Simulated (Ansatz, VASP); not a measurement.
# Mg in VASP and in Ansatz

```
CELL_PARAMETERS angstrom
3.20927 0.00000 0.00000
-1.60464 2.77931 0.00000
0.00000 0.00000 5.21033
ATOMIC_POSITIONS crystal
Mg 0.33333 0.66667 0.25000
Mg 0.66667 0.33333 0.75000
```

Alike in both runs: task electric field gradients; functional LDA; k mesh 12 × 12 × 7; occupations fermi-dirac, width 0.05 eV; no spin polarisation.

```csv
,VASP,Ansatz
version,VASP 6.6.1,Ansatz 0.2.0
potentials or method,"VASP PAW LDA potentials, release 64 (Mg)","PAW with Ansatz's default frozen-core files, scalar-relativistic"
plane-wave cutoff (eV),520,420
valence electrons in the cell,4,20
```

```tsv
	VASP	Ansatz	Ansatz less VASP
pressure (GPa)	-2.8	-2.5	+0.32
largest component of the traceless stress (GPa)	0.59	0.59	0.000
Vzz of the field gradient on the site that differs most (V/Å²)	1.3	1.4	+0.09
```

The two sets of potentials don't hold the same shells in valence.
